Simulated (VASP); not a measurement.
# MoS2 (Fm-3m): band edges, masses and strain, part 3 of 3

Wanted: where the band edges of MoS2 lie, how heavy the carriers are and how strain moves the gap. The cell is generated by rule, not measured, and may not be a known phase.

VASP 6.6.1, plane waves and PAW; the level of theory is named at each step.

Still holding for the runs below: This run has no spin polarisation, although Mo can carry a moment. The k-mesh is coarse for a metal.

So far. Step 3 (Bands on a dense mesh): At -7.0 GPa the cell is away from the equilibrium volume of this level: left free, it would shrink. Step 5 (Orbitals for bands with HSE06): The run ends at a pressure of -7.50 GPa.

The structure was built from a prototype and need not be the compound's stable phase.

**6. Bands with HSE06**

This step: HSE06, no spin polarisation; plane waves and PAW (Mo_sv, S); invented cell (VASP 6.6.1).

A quarter of screened exact exchange corrects much of the semilocal gap error; its cost forces a coarser mesh.

The input, INCAR:

```
SYSTEM = MoS2
PREC = Accurate
ENCUT = 400
EDIFF = 1E-06
NELM = 100
ISMEAR = 0
SIGMA = 0.02
LREAL = .FALSE.
ALGO = Normal
LHFCALC = .TRUE.
AEXX = 0.25
GGA = PE
HFSCREEN = 0.2
LASPH = .TRUE.
NBANDS = 19
PRECFOCK = Fast
LORBIT = 11
LWAVE = .FALSE.
LCHARG = .FALSE.
KPAR = 4
ISIF = 2
```

The input, POSCAR:

```
MoS2
1.0
    0.0000000000      2.9902100000      2.9902100000
    2.9902100000      0.0000000000      2.9902100000
    2.9902100000      2.9902100000      0.0000000000
Mo S
1 2
Direct
    0.0000000000      0.0000000000      0.0000000000
    0.2500000000      0.2500000000      0.2500000000
    0.7500000000      0.7500000000      0.7500000000
```

The input, KPOINTS:

```
Automatic mesh
0
Gamma
4 4 4
0 0 0
```

The input, KPOINTS_OPT:

```
Line mode
8
Line-mode
Reciprocal
  0.00000000   0.00000000   0.00000000 GAMMA
  0.50000000   0.00000000   0.50000000 X

  0.50000000   0.00000000   0.50000000 X
  0.50000000   0.25000000   0.75000000 W

  0.50000000   0.25000000   0.75000000 W
  0.37500000   0.37500000   0.75000000 K

  0.37500000   0.37500000   0.75000000 K
  0.00000000   0.00000000   0.00000000 GAMMA

  0.00000000   0.00000000   0.00000000 GAMMA
  0.50000000   0.50000000   0.50000000 L

  0.50000000   0.50000000   0.50000000 L
  0.62500000   0.25000000   0.62500000 U

  0.62500000   0.25000000   0.62500000 U
  0.50000000   0.25000000   0.75000000 W

  0.50000000   0.25000000   0.75000000 W
  0.50000000   0.50000000   0.50000000 L

  0.50000000   0.50000000   0.50000000 L
  0.37500000   0.37500000   0.75000000 K

  0.62500000   0.25000000   0.62500000 U
  0.50000000   0.00000000   0.50000000 X
```

The projector-augmented-wave data sets are Mo_sv and S (PBE family, release 64).

The WAVECAR or CHGCAR of an earlier step is read.

The run is started by

```bash
mpirun -np 4 vasp_std
```

Output:

```text
[banner, memory and clock lines left out]
running    4 mpi-ranks, on    1 nodes
 distrk:  each k-point on    1 cores,    4 groups
 distr:  one band on    1 cores,    1 groups

 POSCAR found type information on POSCAR MoS
 POSCAR found :  2 types and       3 ions
 LDA part: xc-table for (Slater+PW92), standard interpolation
 found WAVECAR, reading the header
 POSCAR, INCAR and KPOINTS ok, starting setup
 FFT: planning ... GRIDC
 FFT: planning ... GRID_SOFT
 FFT: planning ... GRID
 reading WAVECAR
 the WAVECAR file was read successfully
 initial charge from wavefunction
 entering main loop
       N       E                     dE             d eps       ncg     rms          rms(c)
DAV:   1    -0.233709313790E+02   -0.23371E+02   -0.75371E-01   318   0.525E+00    0.195E+00
DAV:   2    -0.233535817791E+02    0.17350E-01   -0.13317E-01   304   0.260E+00    0.907E-01
DAV:   3    -0.233566277616E+02   -0.30460E-02   -0.56340E-03   325   0.446E-01    0.492E-01
DAV:   4    -0.233554171938E+02    0.12106E-02   -0.56245E-03   324   0.378E-01    0.272E-01
DAV:   5    -0.233554746062E+02   -0.57412E-04   -0.41301E-04   316   0.157E-01    0.141E-01
DAV:   6    -0.233554383910E+02    0.36215E-04   -0.24749E-04   327   0.927E-02    0.691E-02
DAV:   7    -0.233554356333E+02    0.27577E-05   -0.11401E-05   322   0.318E-02    0.407E-02
DAV:   8    -0.233554346759E+02    0.95738E-06   -0.90434E-06   325   0.184E-02
   1 F= -.23355435E+02 E0= -.23354307E+02  d E =-.225625E-02
 Start KPOINTS_OPT (optional k-point list driver)
k-point batch [1-8\80]
       N       E                     dE             ncg
DAV:   1    -0.643186198352E+03   -0.41277E+04      312
DAV:   2    -0.208711315580E+04   -0.14439E+04      360
DAV:   3    -0.218157143912E+04   -0.94458E+02      369
DAV:   4    -0.218498011115E+04   -0.34087E+01      393
DAV:   5    -0.218507091613E+04   -0.90805E-01      374
DAV:   6    -0.218507351146E+04   -0.25953E-02      384
DAV:   7    -0.218507354949E+04   -0.38029E-04      363
DAV:   8    -0.218507355094E+04   -0.14449E-05      326
DAV:   9    -0.218507355099E+04   -0.56655E-07      243
[...]
k-point batch [73-80\80]
       N       E                     dE             ncg
DAV:   1    -0.673119575900E+03   -0.69004E+04      320
DAV:   2    -0.209899386263E+04   -0.14259E+04      360
DAV:   3    -0.218994880053E+04   -0.90955E+02      350
DAV:   4    -0.219281239225E+04   -0.28636E+01      382
DAV:   5    -0.219284685936E+04   -0.34467E-01      374
DAV:   6    -0.219284741812E+04   -0.55875E-03      393
DAV:   7    -0.219284742600E+04   -0.78839E-05      376
DAV:   8    -0.219284742614E+04   -0.13348E-06      275
```

Run time: 9.7 min. Hardware: 4 MPI ranks of AMD EPYC 7R43, shared host; peak memory 0.96 GiB; 39 min of CPU time.

Parts of OUTCAR (step 6):

```text
   k-points           NKPTS =      8   k-points in BZ     NKDIM =     64   number of bands    NBANDS=     19

   NELECT =      26.0000    total number of electrons

  exchange ACFDT corr.  =         0.00000000  see jH, gK, PRB 81, 115126

 E-fermi :   7.4585

 k-point     1 :       0.0000    0.0000    0.0000
  band No.  band energies     occupation
    ...
     10       6.3408      2.00000
     11       6.3408      2.00000
     12       6.5889      2.00000
     13       6.5889      2.00000
     14       6.5889      2.00000
     15      12.1411      0.00000
     16      12.1411      0.00000
     17      12.1411      0.00000
     18      13.1566      0.00000
     19      13.1566      0.00000

  Total       -3.9587260     -3.9587260     -3.9587260     -0.0000000      0.0000000      0.0000000
  in kB     -118.6126358   -118.6126358   -118.6126358     -0.0000000      0.0000000      0.0000000
  external PRESSURE =    -118.6126358 kB  Pullay stress =       0.0000000 kB

 POSITION                                       TOTAL-FORCE (eV/Angst)
 -----------------------------------------------------------------------------------
      0.00000      0.00000      0.00000         0.000000      0.000000     -0.000000
      1.49510      1.49510      1.49510        -0.000000     -0.000000     -0.000000
      4.48531      4.48531      4.48531        -0.000000      0.000000      0.000000
 -----------------------------------------------------------------------------------
    total drift:                               -0.000000      0.000001     -0.000000

  FREE ENERGIE OF THE ION-ELECTRON SYSTEM (eV)
  ---------------------------------------------------
  free  energy   TOTEN  =       -23.3554346759 eV

  energy  without entropy=      -23.3531784240  energy(sigma->0) =      -23.35430655

[... 7 parts as in an earlier step ...]

[... 9 further parts left out ...]
```

The k-mesh is coarse for exact exchange; in a metal the Fermi energy and the levels can shift by several tenths of an eV on a finer one. The PAW data sets were made with PBE, which is usual practice but a small mismatch for other functionals.

This step gave:

| Quantity | Value |
| --- | --- |
| SCF cycles | 8 |
| free energy (TOTEN) | -23.36 eV |
| energy at zero smearing | -23.35 eV |
| Fermi energy | 7.458 eV |
| pressure | -11.86 GPa |

Electronic bands along the path, in eV, zero at the Fermi level; # counts the bands kept, so #1 is VASP's band 7:

```csv
point,#4,#5,#6,#7,#8,#9,#10,#11
Γ,-1.12,-1.12,-0.87,-0.87,-0.87,4.68,4.68,4.68
0.57 of the way,-3.05,-1.74,-1.74,-0.59,-0.16,3.21,3.21,4.12
X,-2.83,-2.83,-0.68,-0.18,0.75,2.06,3.86,3.86
0.57 of the way,-3.34,-2.78,-0.35,0.06,0.52,2.12,3.00,4.16
W,-4.22,-2.75,-0.28,0.36,0.38,2.37,2.37,4.34
0.43 of the way,-3.81,-2.71,-0.26,0.20,0.24,2.23,2.78,4.19
K,-3.59,-2.65,-0.18,-0.01,0.02,2.19,3.37,3.73
0.57 of the way,-3.52,-3.46,-1.23,-0.65,0.61,2.63,3.16,4.32
Γ,-1.12,-1.12,-0.87,-0.87,-0.87,4.68,4.68,4.68
0.57 of the way,-3.05,-2.98,-2.98,0.04,0.04,2.10,4.05,4.05
L,-3.44,-3.42,-3.42,-0.54,-0.54,1.96,4.35,4.35
0.43 of the way,-3.64,-2.77,-2.29,-0.26,-0.25,2.14,3.86,4.07
U,-3.59,-2.65,-0.18,-0.01,0.02,2.19,3.37,3.73
0.43 of the way,-3.72,-2.68,-0.24,0.12,0.16,2.21,2.95,4.08
W,-4.22,-2.75,-0.28,0.36,0.38,2.37,2.37,4.34
0.43 of the way,-3.95,-2.58,-1.27,-0.17,0.04,2.32,3.34,3.99
L,-3.44,-3.42,-3.42,-0.54,-0.54,1.96,4.35,4.35
0.57 of the way,-3.74,-2.64,-1.67,-0.16,-0.10,2.27,3.61,3.92
K,-3.59,-2.65,-0.18,-0.01,0.02,2.19,3.37,3.73
jump to U,-3.59,-2.65,-0.18,-0.01,0.02,2.19,3.37,3.73
0.57 of the way,-2.98,-2.80,-0.52,-0.14,0.65,2.08,3.68,3.81
X,-2.83,-2.83,-0.68,-0.18,0.75,2.06,3.86,3.86
```

Of the projections kept (Mo, S), the largest for each band there; the rest of the weight can lie on other orbitals:

```csv
point,#4,#5,#6,#7,#8,#9,#10,#11
Γ,Mo 1.00,Mo 1.00,S 0.96,S 0.96,S 0.96,Mo 0.78,Mo 0.78,Mo 0.78
X,Mo 0.59,Mo 0.59,Mo 0.96,Mo 1.00,S 1.00,Mo 0.88,Mo 0.52,Mo 0.52
W,S 0.68,Mo 0.61,Mo 0.99,Mo 0.90,S 1.00,Mo 0.80,Mo 0.80,S 0.51
K,Mo 0.54,Mo 0.50,Mo 0.94,S 0.92,Mo 0.96,Mo 0.86,Mo 0.56,Mo 0.63
Γ,Mo 1.00,Mo 1.00,S 0.96,S 0.96,S 0.96,Mo 0.78,Mo 0.78,Mo 0.78
L,S 0.97,S 0.92,S 0.92,Mo 0.99,Mo 0.99,Mo 0.85,Mo 0.74,Mo 0.74
```

**7. Summary of results**

| Property | Result |
| --- | --- |
| gap, PBE | none |
| gap with spin-orbit coupling | none |
| gap, HSE06 without spin-orbit coupling | none |

In words: At this level the bands overlap or touch. Masses were not obtained, since there is no gap at this level. The strain response was not obtained, since there is no gap at this level.

[Lines on the potential files, build, host, timing and source positions are cut from VASP's logs without a mark.]

[Logs are printed without paths, hosts, clocks, repeated set-up lines and the standing remarks that a program may print on its own settings, such as how far it seeks lower states.]

[Hosts, paths, dates, database ids (printed as entryN), source tags and the programs' standing remarks are cut or masked in the printed files.]

[In band tables of VASP the shares of atoms and orbitals are scaled to a sum of 1 inside the atoms' spheres.]

[Gaps and slopes under strain along one axis are those of the sampled path and mesh points; where strain splits equal valleys, another of them can be the edge.]
